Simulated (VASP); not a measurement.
# MgI2 (P-3m1) in VASP: a series of runs

One crystal, MgI2, is run at these levels: LDA; tasks: single point.

Everything below comes from runs of VASP 6.6.1. Logs are shortened: lines on timing, memory, paths and dates and some standing lists are left out, and cuts for length are marked.

### 1 The structure

It takes space group P-3m1 (No. 164, trigonal). The conventional cell has a = 4.154 Å, b = 4.154 Å, c = 6.862 Å, α = 90.00°, β = 90.00°, γ = 120.00°. Around Mg (site symmetry -3m) lie 6 I at 2.92 Å. I (site symmetry 3m) is surrounded by 3 Mg at 2.92 Å.

### 2 Single point, LDA

Input file INCAR:

```
SYSTEM = MgI2
PREC = Accurate
ENCUT = 520
EDIFF = 1E-6
ISMEAR = 0
SIGMA = 0.05
LREAL = .False.
LASPH = .True.
NELM = 100
ALGO = Fast
ISIF = 2
LWAVE = .False.
LCHARG = .False.
GGA = CA
NBANDS = 15
```

Input file KPOINTS:

```
Automatic mesh
0
Gamma
  9 9 4
  0 0 0
```

Input file POSCAR:

```
MgI2
1.0
    4.1537001214      0.0000000000      0.0000000000
   -2.0768500607      3.5972098248      0.0000000000
    0.0000000000      0.0000000000      6.8620000000
Mg I
1 2
Direct
    0.0000000000      0.0000000000      0.0000000000
    0.3333333333      0.6666666667      0.7576300000
    0.6666666667      0.3333333333      0.2423700000
```

Potentials or basis: VASP PAW LDA potentials, release 64 (Mg, I).

On the command line:

```bash
$ cat potpaw_LDA.64/Mg/POTCAR potpaw_LDA.64/I/POTCAR > POTCAR
$ mpirun -np 1 vasp_std > vasp.out
```

OUTCAR:

```text
SYSTEM = MgI2
   PREC = Accurate
   ENCUT = 520
   EDIFF = 1E-6
   ISMEAR = 0
   LREAL = .False.
   LASPH = .True.
   NELM = 100
   ISIF = 2
   GGA = CA

 ion  position               nearest neighbor table
   1  0.000  0.000  0.000-   2 2.92   3 2.92   2 2.92   3 2.92   3 2.92   2 2.92
   2  0.333  0.667  0.758-   1 2.92   1 2.92   1 2.92
   3  0.667  0.333  0.242-   1 2.92   1 2.92   1 2.92

  LATTYP: Found a hexagonal cell.
 ALAT       =     4.1537001214
 C/A-ratio  =     1.6520210413

  Lattice vectors:

 A1 = (   4.1537001214,   0.0000000000,   0.0000000000)
 A2 = (  -2.0768500607,   3.5972098248,   0.0000000000)
 A3 = (   0.0000000000,   0.0000000000,   6.8620000000)

Analysis of symmetry for initial positions (statically):
=====================================================================
 Subroutine PRICEL returns:
 Original cell was already a primitive cell.

 Routine SETGRP: Setting up the symmetry group for a
 hexagonal supercell.

 Subroutine GETGRP returns: Found 12 space group operations
 (whereof 12 operations were pure point group operations)
 out of a pool of 24 trial point group operations.

The static configuration has the point symmetry D_3d.

Analysis of symmetry for dynamics (positions and initial velocities):
=====================================================================
 Subroutine PRICEL returns:
 Original cell was already a primitive cell.

 Routine SETGRP: Setting up the symmetry group for a
 hexagonal supercell.

 Subroutine GETGRP returns: Found 12 space group operations
 (whereof 12 operations were pure point group operations)
 out of a pool of 24 trial point group operations.

The dynamic configuration has the point symmetry D_3d.

 Subroutine INISYM returns: Found 12 space group operations
 (whereof 12 operations are pure point group operations),
 and found     1 'primitive' translations

----------------------------------------------------------------------------------------

                                     Primitive cell

  volume of cell :     102.5302

  direct lattice vectors                    reciprocal lattice vectors
     4.153700121  0.000000000  0.000000000     0.240749205  0.138996618  0.000000000
    -2.076850061  3.597209825  0.000000000     0.000000000  0.277993236  0.000000000
     0.000000000  0.000000000  6.862000000     0.000000000  0.000000000  0.145730108

  length of vectors
     4.153700121  4.153700121  6.862000000     0.277993236  0.277993236  0.145730108

  position of ions in fractional coordinates (direct lattice)
     0.000000000  0.000000000  0.000000000
     0.333333333  0.666666667  0.757630000
     0.666666667  0.333333333  0.242370000

  ion indices of the primitive-cell ions
   primitive index   ion index
                 1           1
                 2           2
                 3           3

----------------------------------------------------------------------------------------

 KPOINTS: Automatic mesh

Automatic generation of k-mesh.
 Grid dimensions read from file:
 generate k-points for:    9    9    4

 Generating k-lattice:

  Cartesian coordinates                     Fractional coordinates (reciprocal lattice)
     0.026749912  0.015444069  0.000000000     0.111111111  0.000000000  0.000000000
     0.000000000  0.030888137  0.000000000     0.000000000  0.111111111  0.000000000
     0.000000000  0.000000000  0.036432527     0.000000000  0.000000000  0.250000000

  Length of vectors
     0.030888137  0.030888137  0.036432527

  Shift w.r.t. Gamma in fractional coordinates (k-lattice)
     0.000000000  0.000000000  0.000000000

 Subroutine IBZKPT returns following result:
 ===========================================

 Found     43 irreducible k-points:

 Following reciprocal coordinates:
            Coordinates               Weight
  0.000000  0.000000  0.000000      1.000000
  0.111111  0.000000  0.000000      6.000000
  0.222222  0.000000  0.000000      6.000000
  0.333333  0.000000  0.000000      6.000000
  0.444444  0.000000  0.000000      6.000000
  0.111111  0.111111  0.000000      6.000000
[... 16 lines left out ...]
  0.222222  0.111111  0.250000     12.000000
 -0.111111  0.333333  0.250000     12.000000
 [... further k-points ...]
   k-points           NKPTS =     43   k-points in BZ     NKDIM =     43   number of bands    NBANDS=     15
   number of dos      NEDOS =    301   number of ions     NIONS =      3
   total plane-waves  NPLWV =  55296
   dimension x,y,z NGX =    32 NGY =   32 NGZ =   54
   dimension x,y,z NGXF=    64 NGYF=   64 NGZF=  108
   ions per type =               1   2
   NGX,Y,Z   is equivalent  to a cutoff of  12.81, 12.81, 13.08 a.u.
   NGXF,Y,Z  is equivalent  to a cutoff of  25.62, 25.62, 26.17 a.u.
 SYSTEM =  MgI2
   PREC   = accura    normal or accurate (medium, high low for compatibility)
   ISTART =      0    job   : 0-new  1-cont  2-samecut
   ICHARG =      2    charge: 1-file 2-atom 10-const
   ISPIN  =      1    spin polarized calculation?
   LNONCOLLINEAR =      F non collinear calculations
   LSORBIT =      F    spin-orbit coupling
   LASPH  =      T    aspherical Exc in radial PAW
   ENCUT  =  520.0 eV  38.22 Ry    6.18 a.u.   7.72  7.72 12.76*2*pi/ulx,y,z
   NELM   =    100;   NELMIN=  2; NELMDL= -5     # of ELM steps
   EDIFF  = 0.1E-05   stopping-criterion for ELM
   LREAL  =      F    real-space projection
   EDIFFG = 0.1E-04   stopping-criterion for IOM
   NSW    =      0    number of steps for IOM
   IBRION =     -1    ionic relax: 0-MD 1-quasi-New 2-CG
   NFREE  =      0    steps in history (QN), initial steepest desc. (CG)
   ISIF   =      2    stress and relaxation
   ISYM   =      2    0-nonsym 1-usesym 2-fastsym
   POTIM  = 0.5000    time-step for ionic-motion
   TEBEG  =    0.0;   TEEND  =   0.0 temperature during run
   PSTRESS=    0.0 pullay stress
   NELECT =      16.0000    total number of electrons
   NUPDOWN=      -1.0000    fix difference up-down
   EMIN   =  10.00;   EMAX   =-10.00  energy-range for DOS
   EFERMI =   0.00;   METHOD = LEGACY
   ISMEAR =     0;   SIGMA  =   0.05  broadening in eV -4-tet -1-fermi 0-gaus
   EFERMI_NEDOS =   21; number of points for ismear=-14 and -15
   IALGO  =     68    algorithm
   IMIX   =      4    mixing-type and parameters
     AMIX     =   0.40;   BMIX     =  1.00
     AMIX_MAG =   1.60;   BMIX_MAG =  1.00
  volume/ion in A,a.u.               =      34.18       230.64
  Fermi-wavevector in a.u.,A,eV,Ry     =   0.881382  1.665571 10.569477  0.776835
  Thomas-Fermi vector in A             =   2.001871
   LORBIT       =      0    0 simple, 1 ext, 2 COOP (PROOUT), +10 PAW based schemes
   GGA     = CA    functional components
   LHFCALC =     F    Hartree Fock is set to
   AEXX    =    0.0000 exact exchange contribution
   IVDW    =     0    specifies the selected vdW correction
   LEPSILON=     F    determine dielectric tensor
   LRPA    =     F    only Hartree local field effects (RPA)
 non-spin polarized calculation
 RMM-DIIS sequential band-by-band and
 Gauss-broadening in eV      SIGMA  =   0.05
  energy-cutoff  :      520.00
  volume of cell :      102.53
 maximum number of plane-waves:      2798
 NGX is ok and might be reduce to    32
   NGX = 15   NGY = 15   NGZ = 25

 number of electron      16.0000001 magnetization

 Free energy of the ion-electron system (eV)
  ---------------------------------------------------
  ext. energy  EPLUGINS =         0.00000000
  ---------------------------------------------------
  free energy    TOTEN  =        -9.07014240 eV

  energy without entropy =       -9.07014240  energy(sigma->0) =       -9.07014240

 E-fermi :   2.3652     XC(G=0):  -8.5537

 val. band max:        2.1676940562   @ k =   0.0000   0.0000   0.0000
 cond. band min:       5.5042318470   @ k =   0.4444   0.0000   0.2500
 fundamental gap:      3.3365377908
 Fermi energy:         2.3651921715

 k-point     1 :       0.0000    0.0000    0.0000
  band No.  band energies     occupation
      1      -9.9865      2.00000
      2      -9.2685      2.00000
      3      -1.4440      2.00000
      4       1.6870      2.00000
      5       1.6870      2.00000
      6       2.0724      2.00000
      7       2.0724      2.00000
      8       2.1677      2.00000
      9       5.5960      0.00000
     10       6.7445      0.00000
     11       8.7297      0.00000
     12       8.7297      0.00000
     13       9.5307      0.00000
     14      10.2374      0.00000
     15      10.2374      0.00000

 k-point     2 :       0.1111    0.0000    0.0000
  band No.  band energies     occupation
      1      -9.9218      2.00000
      2      -9.2350      2.00000
      3      -1.3528      2.00000
      4       1.1664      2.00000
      5       1.5233      2.00000
      6       1.6043      2.00000
      7       2.0591      2.00000
      8       2.1261      2.00000
      9       6.1404      0.00000
     10       7.2254      0.00000
     11       8.1850      0.00000
     12       8.9252      0.00000
     13       9.6409      0.00000
     14      10.0235      0.00000
     15      10.4352      0.00000
[... 365 lines left out ...]
      3      -1.0249      2.00000
      4      -0.0761      2.00000
      5       0.2732      2.00000
      6       1.0594      2.00000
      7       1.3941      2.00000
      8       1.8035      2.00000
      9       6.3688      0.00000
     10       8.0643      0.00000
     11       8.4779      0.00000
     12       8.8721      0.00000
     13       9.4092      0.00000
     14       9.8703      0.00000
     15      10.7394      0.00000

 k-point    24 :      -0.1111    0.3333    0.2500
  band No.  band energies     occupation
      1      -9.5424      2.00000
      2      -9.1541      2.00000
      3      -0.8982      2.00000
      4      -0.3864      2.00000
      5       0.4842      2.00000
      6       0.9393      2.00000
      7       1.5304      2.00000
      8       1.7677      2.00000
      9       6.6667      0.00000
     10       7.5112      0.00000
     11       8.3976      0.00000
     12       8.8626      0.00000
     13       9.3251      0.00000
     14       9.9484      0.00000
     15      10.7829      0.00000

 [... further k-points ...]

------------------------ aborting loop because EDIFF is reached ----------------------------------------

  FORCE on cell =-STRESS in cart. coord.  units (eV):
  Direction    XX          YY          ZZ          XY          YZ          ZX
  --------------------------------------------------------------------------------------
  -------------------------------------------------------------------------------------
  Total       -1.0386530     -1.0386530     -0.8165749     -0.0000000      0.0000000      0.0000000
  in kB      -16.2304081    -16.2304081    -12.7601262     -0.0000000      0.0000000      0.0000000
  external PRESSURE =     -15.0736475 kB  Pullay stress =       0.0000000 kB

 VOLUME and BASIS-vectors are now :
 -----------------------------------------------------------------------------
  energy-cutoff  :      520.00
  volume of cell :      102.53
      direct lattice vectors                 reciprocal lattice vectors
     4.153700121  0.000000000  0.000000000     0.240749205  0.138996618  0.000000000
    -2.076850061  3.597209825  0.000000000     0.000000000  0.277993236  0.000000000
     0.000000000  0.000000000  6.862000000     0.000000000  0.000000000  0.145730108

 POSITION                                       TOTAL-FORCE (eV/Angst)
 -----------------------------------------------------------------------------------
      0.00000      0.00000      0.00000        -0.000000      0.000000      0.000000
     -0.00000      2.39814      5.19886         0.000000     -0.000000      0.136811
      2.07685      1.19907      1.66314        -0.000000      0.000000     -0.136811
 -----------------------------------------------------------------------------------
    total drift:                               -0.000000      0.000000     -0.000000

  FREE ENERGIE OF THE ION-ELECTRON SYSTEM (eV)
  ---------------------------------------------------
  free  energy   TOTEN  =        -9.0701423991 eV

  energy  without entropy=       -9.0701423991  energy(sigma->0) =       -9.07014240
```

It took 42 s on 1 thread of Intel Xeon Platinum 8488C (Sapphire Rapids), shared host; peak memory 0.22 GiB.

What came out:

```
Free energy            : -9.0701 eV
Pressure               : -1.5 GPa
Largest force          : 0.137 eV/Å
Band gap on the k mesh : 3.34 eV, indirect (least direct gap 3.43 eV)
```

Forces in eV/Å, atoms in the order of the input:
```
Mg   0.000  0.000  0.000
I    0.000  0.000  0.137
I    0.000  0.000 -0.137
```

Stress tensor (GPa, compression positive):
```
-1.62  0.00  0.00
 0.00 -1.62  0.00
 0.00  0.00 -1.28
```

Caveat: spin-orbit coupling is left out, which moves the levels of the heavy elements; an odd mesh through Γ misses points on the zone boundary, where band edges often lie. LDA gaps usually lie below the measured ones, often by a third to a half.

### 3 Single point, LDA

Input file INCAR:

```
SYSTEM = MgI2
  PREC = Accurate
  ENCUT = 520
  EDIFF = 1E-6
  ISMEAR = 0
  SIGMA = 0.05
  LREAL = .False.
  LASPH = .True.
  NELM = 100
  ALGO = Normal
  ISIF = 2
  LWAVE = .False.
  LCHARG = .False.
  NBANDS = 15
```

Input file KPOINTS:

```
Automatic mesh
0
Gamma
  6 6 4
  0 0 0
```

POSCAR is that of step 2.

Potentials or basis: VASP PAW LDA potentials, release 64 (Mg, I).

On the command line:

```bash
$ cat potpaw_LDA.64/Mg/POTCAR potpaw_LDA.64/I/POTCAR > POTCAR
$ mpirun -np 1 vasp_std > vasp.out
```

Run time: 25 s. Hardware: 1 thread of Intel Xeon Platinum 8488C (Sapphire Rapids), shared host; peak memory 0.2 GiB.

Results (log left out):

```
Free energy            : -9.0689 eV
Pressure               : -1.5 GPa
Largest force          : 0.138 eV/Å
Band gap on the k mesh : 3.34 eV, indirect (least direct gap 3.43 eV)
```

Forces on the atoms (eV/Å):
```
Mg   0.000  0.000  0.000
I    0.000  0.000  0.138
I    0.000  0.000 -0.138
```

Stress tensor (GPa, compression positive):
```
-1.61  0.00  0.00
 0.00 -1.61  0.00
 0.00  0.00 -1.29
```

Levels at points of the mesh, in eV from the valence-band top:
| k point | band 4 | band 5 | band 6 | band 7 | band 8 | band 9 | band 10 | band 11 | band 12 | band 13 |
| --- | --- | --- | --- | --- | --- | --- | --- | --- | --- | --- |
| (0.00, 0.00, 0.00) | -0.48 | -0.48 | -0.10 | -0.10 | 0.00 | 3.43 | 4.58 | 6.56 | 6.56 | 7.36 |
| (0.50, 0.00, 0.00) | -2.87 | -1.91 | -1.43 | -0.95 | -0.48 | 3.46 | 5.14 | 5.35 | 6.82 | 7.90 |
| (0.00, 0.00, 0.50) | -1.51 | -0.38 | -0.38 | -0.20 | -0.20 | 4.44 | 4.66 | 6.38 | 6.38 | 7.72 |
| (0.50, 0.00, 0.50) | -3.27 | -1.25 | -1.15 | -0.83 | -0.73 | 3.36 | 5.01 | 5.56 | 5.91 | 7.62 |

Caveat: spin-orbit coupling is left out, which moves the levels of the heavy elements. A hybrid or GW would open this gap; LDA tends to underestimate it.
